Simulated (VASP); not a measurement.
# TaN (P6_3/mmc) in VASP: further runs

Aim: see how the results for TaN move with the level of theory and the settings. Levels: PBE+TS, PBEsol+D3. Tasks: relaxation of cell and atoms.

Everything below comes from runs of VASP 6.6.1. Logs are shortened: lines on timing, memory, paths and dates and some standing lists are left out, and cuts for length are marked.

### 1 The structure

The structure is hexagonal, space group P6_3/mmc (No. 194). Conventional cell: a = 2.922 Å, b = 2.922 Å, c = 5.917 Å, α = 90.00°, β = 90.00°, γ = 120.00°. Around Ta (site symmetry -3m) lie 6 N at 2.24 Å. N (site symmetry -6m2) is surrounded by 6 Ta at 2.24 Å.

The cell comes from a database or a generator and needn't be the stable form of this composition.

### 2 Relaxation of cell and atoms, PBE+TS

Input file INCAR:

```
  PREC = Accurate
  ENCUT = 600
  EDIFF = 1E-6
  ISMEAR = -1
  SIGMA = 0.05
  LREAL = False
  LASPH = True
  NELM = 60
  ALGO = Normal
  ISIF = 3
  LWAVE = False
  LCHARG = False
  GGA = PE
  IVDW = 2
  IBRION = 2
  NSW = 40
  EDIFFG = -0.02
```

Input file KPOINTS:

```
regular mesh
0
Gamma
  10 10 5
```

Input file POSCAR:

```
TaN
1.0
    2.9217699809      0.0000000000      0.0000000000
   -1.4608849905      2.5303270275      0.0000000000
    0.0000000000      0.0000000000      5.9165150000
Ta N
2 2
Direct
    0.0000000000      0.0000000000      0.5000000000
    0.0000000000      0.0000000000      0.0000000000
    0.3333333333      0.6666666667      0.2500000000
    0.6666666667      0.3333333333      0.7500000000
```

Potentials or basis: VASP PAW PBE potentials, release 64 (Ta_pv, N).

Started as:

```console
$ cat potpaw_PBE.64/Ta_pv/POTCAR potpaw_PBE.64/N/POTCAR > POTCAR
$ mpirun -np 1 vasp_std > vasp.out
```

OUTCAR:

```text
PREC = Accurate
   ENCUT = 600
   EDIFF = 1E-6
   ISMEAR = -1
   LREAL = False
   LASPH = True
   NELM = 60
   ISIF = 3
   GGA = PE
   IVDW = 2
   IBRION = 2
   NSW = 40
   EDIFFG = -0.02
  IVDW =   2

 ion  position               nearest neighbor table
   1  0.000  0.000  0.500-   3 2.24   4 2.24   4 2.24   3 2.24   4 2.24   3 2.24   2 2.96   2 2.96

   2  0.000  0.000  0.000-   3 2.24   4 2.24   4 2.24   3 2.24   4 2.24   3 2.24   1 2.96   1 2.96

   3  0.333  0.667  0.250-   1 2.24   2 2.24   1 2.24   2 2.24   1 2.24   2 2.24
   4  0.667  0.333  0.750-   1 2.24   2 2.24   1 2.24   2 2.24   1 2.24   2 2.24

  LATTYP: Found a hexagonal cell.
 ALAT       =     2.9217699809
 C/A-ratio  =     2.0249763119

  Lattice vectors:

 A1 = (   2.9217699809,   0.0000000000,   0.0000000000)
 A2 = (  -1.4608849905,   2.5303270275,   0.0000000000)
 A3 = (   0.0000000000,   0.0000000000,   5.9165150000)

Analysis of symmetry for initial positions (statically):
=====================================================================
 Subroutine PRICEL returns:
 Original cell was already a primitive cell.

 Routine SETGRP: Setting up the symmetry group for a
 hexagonal supercell.

 Subroutine GETGRP returns: Found 24 space group operations
 (whereof 12 operations were pure point group operations)
 out of a pool of 24 trial point group operations.

The static configuration has the point symmetry D_3d.
 The point group associated with its full space group is D_6h.

Analysis of symmetry for dynamics (positions and initial velocities):
=====================================================================
 Subroutine PRICEL returns:
 Original cell was already a primitive cell.

 Routine SETGRP: Setting up the symmetry group for a
 hexagonal supercell.

 Subroutine GETGRP returns: Found 24 space group operations
 (whereof 12 operations were pure point group operations)
 out of a pool of 24 trial point group operations.

The dynamic configuration has the point symmetry D_3d.
 The point group associated with its full space group is D_6h.

 Subroutine INISYM returns: Found 24 space group operations
 (whereof 12 operations are pure point group operations),
 and found     1 'primitive' translations

----------------------------------------------------------------------------------------

                                     Primitive cell

  volume of cell :      43.7410

  direct lattice vectors                    reciprocal lattice vectors
     2.921769981  0.000000000  0.000000000     0.342258291  0.197602916  0.000000000
    -1.460884991  2.530327027  0.000000000     0.000000000  0.395205833  0.000000000
     0.000000000  0.000000000  5.916515000     0.000000000  0.000000000  0.169018417

  length of vectors
     2.921769981  2.921769981  5.916515000     0.395205833  0.395205833  0.169018417

  position of ions in fractional coordinates (direct lattice)
     0.000000000  0.000000000  0.500000000
     0.000000000  0.000000000  0.000000000
     0.333333333  0.666666667  0.250000000
     0.666666667  0.333333333  0.750000000

  ion indices of the primitive-cell ions
   primitive index   ion index
                 1           1
                 2           2
                 3           3
                 4           4

----------------------------------------------------------------------------------------

 KPOINTS: regular mesh

Automatic generation of k-mesh.
 Grid dimensions read from file:
 generate k-points for:   10   10    5

 Generating k-lattice:

  Cartesian coordinates                     Fractional coordinates (reciprocal lattice)
     0.034225829  0.019760292  0.000000000     0.100000000  0.000000000  0.000000000
     0.000000000  0.039520583  0.000000000     0.000000000  0.100000000  0.000000000
     0.000000000  0.000000000  0.033803683     0.000000000  0.000000000  0.200000000

  Length of vectors
     0.039520583  0.039520583  0.033803683

  Shift w.r.t. Gamma in fractional coordinates (k-lattice)
     0.000000000  0.000000000  0.000000000

 Subroutine IBZKPT returns following result:
 ===========================================

 Found     42 irreducible k-points:

 Following reciprocal coordinates:
            Coordinates               Weight
  0.000000  0.000000  0.000000      1.000000
  0.100000  0.000000  0.000000      6.000000
  0.200000  0.000000  0.000000      6.000000
  0.300000  0.000000  0.000000      6.000000
  0.400000  0.000000  0.000000      6.000000
  0.500000  0.000000  0.000000      3.000000
[... 16 lines left out ...]
  0.300000  0.100000  0.200000     24.000000
  0.400000  0.100000  0.200000     24.000000
 [... further k-points ...]
   k-points           NKPTS =     42   k-points in BZ     NKDIM =     42   number of bands    NBANDS=     20
   number of dos      NEDOS =    301   number of ions     NIONS =      4
   total plane-waves  NPLWV =  27648
   dimension x,y,z NGX =    24 NGY =   24 NGZ =   48
   dimension x,y,z NGXF=    48 NGYF=   48 NGZF=   96
   ions per type =               2   2
   NGX,Y,Z   is equivalent  to a cutoff of  13.66, 13.66, 13.49 a.u.
   NGXF,Y,Z  is equivalent  to a cutoff of  27.31, 27.31, 26.97 a.u.
 SYSTEM =  unknown system
   PREC   = accura    normal or accurate (medium, high low for compatibility)
   ISTART =      0    job   : 0-new  1-cont  2-samecut
   ICHARG =      2    charge: 1-file 2-atom 10-const
   ISPIN  =      1    spin polarized calculation?
   LNONCOLLINEAR =      F non collinear calculations
   LSORBIT =      F    spin-orbit coupling
   LASPH  =      T    aspherical Exc in radial PAW
   ENCUT  =  600.0 eV  44.10 Ry    6.64 a.u.   5.84  5.84 11.82*2*pi/ulx,y,z
   NELM   =     60;   NELMIN=  2; NELMDL= -5     # of ELM steps
   EDIFF  = 0.1E-05   stopping-criterion for ELM
   LREAL  =      F    real-space projection
   EDIFFG = -.2E-01   stopping-criterion for IOM
   NSW    =     40    number of steps for IOM
   IBRION =      2    ionic relax: 0-MD 1-quasi-New 2-CG
   NFREE  =      1    steps in history (QN), initial steepest desc. (CG)
   ISIF   =      3    stress and relaxation
   ISYM   =      2    0-nonsym 1-usesym 2-fastsym
   POTIM  = 0.5000    time-step for ionic-motion
   TEBEG  =    0.0;   TEEND  =   0.0 temperature during run
   PSTRESS=    0.0 pullay stress
   NELECT =      32.0000    total number of electrons
   NUPDOWN=      -1.0000    fix difference up-down
   EMIN   =  10.00;   EMAX   =-10.00  energy-range for DOS
   EFERMI =   0.00;   METHOD = LEGACY
   ISMEAR =    -1;   SIGMA  =   0.05  broadening in eV -4-tet -1-fermi 0-gaus
   EFERMI_NEDOS =   21; number of points for ismear=-14 and -15
   IALGO  =     38    algorithm
   IMIX   =      4    mixing-type and parameters
     AMIX     =   0.40;   BMIX     =  1.00
     AMIX_MAG =   1.60;   BMIX_MAG =  1.00
  volume/ion in A,a.u.               =      10.94        73.79
  Fermi-wavevector in a.u.,A,eV,Ry     =   1.475124  2.787581 29.606163  2.175992
  Thomas-Fermi vector in A             =   2.589812
   LORBIT       =      0    0 simple, 1 ext, 2 COOP (PROOUT), +10 PAW based schemes
   GGA     = PE    functional components
   LHFCALC =     F    Hartree Fock is set to
   AEXX    =    0.0000 exact exchange contribution
   IVDW    =     2    specifies the selected vdW correction
   LEPSILON=     F    determine dielectric tensor
   LRPA    =     F    only Hartree local field effects (RPA)
 conjugate gradient relaxation of ions
 non-spin polarized calculation
  energy-cutoff  :      600.00
  volume of cell :       43.74
 maximum number of plane-waves:      1476
 NGX is ok and might be reduce to    24
   NGX = 11   NGY = 11   NGZ = 23

--------------------------------------- Ionic step        1  -------------------------------------------

 number of electron      32.0000005 magnetization

 Free energy of the ion-electron system (eV)
  ---------------------------------------------------
  ext. energy  EPLUGINS =         0.00000000
  ---------------------------------------------------
  free energy    TOTEN  =       -44.03314980 eV

  energy without entropy =      -44.02304645  energy(sigma->0) =      -44.02809812

------------------------ aborting loop because EDIFF is reached ----------------------------------------

  Tkatchenko/Scheffler method for vdW energy calculation

  Number of pair interactions contributing to vdW energy:  119492

  Edisp (eV):   -2.50905

  FORCE on cell =-STRESS in cart. coord.  units (eV):
  Direction    XX          YY          ZZ          XY          YZ          ZX
  --------------------------------------------------------------------------------------
  -------------------------------------------------------------------------------------
  Total      -2.16656    -2.16656    -1.04827     0.00000     0.00000     0.00000
  in kB     -79.35846   -79.35846   -38.39667     0.00000     0.00000     0.00000
  external pressure =      -65.70 kB  Pullay stress =        0.00 kB
[... 243 lines left out ...]
  energy  without entropy=      -46.5515068422  energy(sigma->0) =      -46.55660275

--------------------------------------- Ionic step        7  -------------------------------------------

 number of electron      31.9999998 magnetization

 Free energy of the ion-electron system (eV)
  ---------------------------------------------------
  ext. energy  EPLUGINS =         0.00000000
  ---------------------------------------------------
  free energy    TOTEN  =       -44.01276127 eV

  energy without entropy =      -44.00265324  energy(sigma->0) =      -44.00770725

 E-fermi :   8.3005     XC(G=0): -13.3845

 val. band max:        8.2870862595   @ k =   0.1000   0.1000   0.4000
 cond. band min:       8.3186694271   @ k =   0.1000   0.0000   0.2000
 fundamental gap:      0.0315831676
 Fermi energy:         8.3004619381

 k-point     1 :       0.0000    0.0000    0.0000
  band No.  band energies     occupation
      1     -27.2808      2.00000
      2     -26.5180      2.00000
      3     -26.2155      2.00000
      4     -26.2155      2.00000
      5     -26.1546      2.00000
      6     -26.1546      2.00000
[... 12 lines left out ...]
     19       8.9426      0.00001
[... 513 lines left out ...]
      4     -26.5412      2.00000
      5     -26.4753      2.00000
      6     -26.4094      2.00000
[... 12 lines left out ...]
     19      12.3428      0.00000
     20      13.2326      0.00000

 [... further k-points ...]

------------------------ aborting loop because EDIFF is reached ----------------------------------------

  Hirshfeld charges:
            ion         q(e)
   ------------------------------
      1     Ta       0.34702429
      2     Ta       0.34702429
      3     N       -0.34702429
      4     N       -0.34702429

  Tkatchenko/Scheffler method for vdW energy calculation

  Number of pair interactions contributing to vdW energy:  122570

  Edisp (eV):   -2.54965

  FORCE on cell =-STRESS in cart. coord.  units (eV):
  Direction    XX          YY          ZZ          XY          YZ          ZX
  --------------------------------------------------------------------------------------
  -------------------------------------------------------------------------------------
  Total       0.06416     0.06416    -0.07263    -0.00000     0.00000    -0.00000
  in kB       2.39985     2.39985    -2.71630    -0.00000     0.00000    -0.00000
  external pressure =        0.69 kB  Pullay stress =        0.00 kB
[... 19 lines left out ...]
  FREE ENERGIE OF THE ION-ELECTRON SYSTEM (eV)
  ---------------------------------------------------
  free  energy   TOTEN  =       -46.5624067136 eV

  energy  without entropy=      -46.5522986764  energy(sigma->0) =      -46.55735270

 reached required accuracy - stopping structural energy minimisation
```

Wall time 68 s (1 thread of Intel Xeon 6975P-C (Granite Rapids), shared host); peak memory 0.2 GiB.

Results:

```yaml
Free_energy: -46.5624 eV
Relaxed_volume: 10.71 Å³/atom
Relaxed_cell: a = 2.892 Å, b = 2.892 Å, c = 5.914 Å, α = 90.00°, β = 90.00°, γ = 120.00°
Space_group_after_relaxing_to_0.05_Å: P6_3/mmc (No. 194)
Energy_gained_by_relaxing: 5.1 meV/atom
Ionic_steps: 7
Pressure_after_relaxing: 0.1 GPa
Band_gap_on_the_k_mesh: none (metal or under the smearing width)
Hirshfeld_charges: Ta +0.35; N -0.35 e
Dispersion_energy_per_atom: -0.637 eV
```

Stress tensor (GPa, compression positive):
```
 0.24  0.00  0.00
 0.00  0.24  0.00
 0.00  0.00 -0.27
```

The path:
| step | energy change (eV) | largest force (eV/Å) | pressure (GPa) | volume (Å³) |
| --- | --- | --- | --- | --- |
| 1 | 0.0000 | 0.0000 | -6.57 | 43.74 |
| 2 | 0.0814 | 0.0000 | 17.06 | 40.96 |
| 3 | -0.0187 | 0.0000 | -0.16 | 42.90 |
| 4 | -0.0187 | 0.0000 | 0.34 | 42.83 |
| 5 | -0.0187 | 0.0000 | 0.50 | 42.81 |
| 6 | -0.0195 | 0.0000 | -0.20 | 42.85 |
| 7 | -0.0202 | 0.0000 | 0.07 | 42.84 |

Final structure:
```
Ta N
1.0
     2.89194    0.00000    0.00000
    -1.44597    2.50449    0.00000
     0.00000    0.00000    5.91443
Ta N
2 2
Direct
  0.00000 0.00000 0.50000
  0.00000 0.00000 0.00000
  0.33333 0.66667 0.25000
  0.66667 0.33333 0.75000
```

Caveat: atom-pairwise D2, TS and ULG terms overbind metals; pairwise dispersion overbinds metals, which lowers pressure and volume.

### 3 Relaxation of cell and atoms, PBEsol+D3

Input file INCAR:

```
PREC     = Accurate       # precision mode
ENCUT    = 600            # plane-wave cutoff, eV
EDIFF    = 1E-6           # SCF threshold, eV
ISMEAR   = -1             # smearing method
SIGMA    = 0.05           # smearing width, eV
LREAL    = False          # projectors in reciprocal space
LASPH    = True           # aspherical terms in the spheres
NELM     = 60             # most SCF steps
ALGO     = Normal         # electronic algorithm
ISIF     = 3              # what is computed and relaxed
LWAVE    = False          # write WAVECAR
LCHARG   = False          # write CHGCAR
GGA      = PS             # functional
IVDW     = 11             # dispersion correction
IBRION   = 2              # ionic algorithm
NSW      = 60             # ionic steps
EDIFFG   = -0.01          # ionic threshold
```

KPOINTS is that of step 2.

POSCAR is that of step 2.

Potentials or basis: VASP PAW PBE potentials, release 64 (Ta_pv, N).

Started as:

```console
$ cat potpaw_PBE.64/Ta_pv/POTCAR potpaw_PBE.64/N/POTCAR > POTCAR
$ mpirun -np 1 vasp_std > vasp.out
```

Run time: 65 s. Hardware: 1 thread of Intel Xeon 6975P-C (Granite Rapids), shared host; peak memory 0.21 GiB.

Results (log left out):

```yaml
Free_energy: -48.0136 eV
Relaxed_volume: 10.49 Å³/atom
Relaxed_cell: a = 2.877 Å, b = 2.877 Å, c = 5.852 Å, α = 90.00°, β = 90.00°, γ = 120.00°
Space_group_after_relaxing_to_0.05_Å: P6_3/mmc (No. 194)
Energy_gained_by_relaxing: 19.9 meV/atom
Ionic_steps: 9
Pressure_after_relaxing: 0.0 GPa
Band_gap_on_the_k_mesh: none (metal or under the smearing width)
Dispersion_energy_per_atom: -0.310 eV
```

Step by step:
| step | energy change (eV) | largest force (eV/Å) | pressure (GPa) | volume (Å³) |
| --- | --- | --- | --- | --- |
| 1 | 0.0000 | 0.0000 | -13.70 | 43.74 |
| 2 | 0.4040 | 0.0000 | 43.53 | 38.08 |
| 3 | -0.0787 | 0.0000 | -0.49 | 42.03 |
| 4 | -0.0788 | 0.0000 | -0.06 | 41.98 |
| 5 | -0.0787 | 0.0000 | 0.25 | 41.94 |
| 6 | -0.0790 | 0.0000 | 0.23 | 41.92 |
| 7 | -0.0795 | 0.0000 | 0.25 | 41.93 |
| 8 | -0.0794 | 0.0000 | -0.39 | 42.01 |
| 9 | -0.0795 | 0.0000 | -0.01 | 41.96 |

Final structure:
```
CELL_PARAMETERS angstrom
2.87723 0.00000 0.00000
-1.43862 2.49176 0.00000
0.00000 0.00000 5.85202
ATOMIC_POSITIONS crystal
Ta 0.00000 0.00000 0.50000
Ta 0.00000 0.00000 0.00000
N 0.33333 0.66667 0.25000
N 0.66667 0.33333 0.75000
```

Levels at points of the mesh, in eV from the Fermi level:
```csv
k point,band 14,band 15,band 16,band 17,band 18,band 19
"(0.00, 0.00, 0.00)",-1.97,-1.97,-0.25,-0.25,0.60,0.60
"(0.50, 0.00, 0.00)",-3.90,-2.80,-2.27,2.97,4.29,5.16
```

Caveat: the PAW data sets were made with another functional, which shifts forces and pressure a little; pairwise dispersion overbinds metals, which lowers pressure and volume. Spin-orbit coupling is left out, which matters for the levels of Ta.
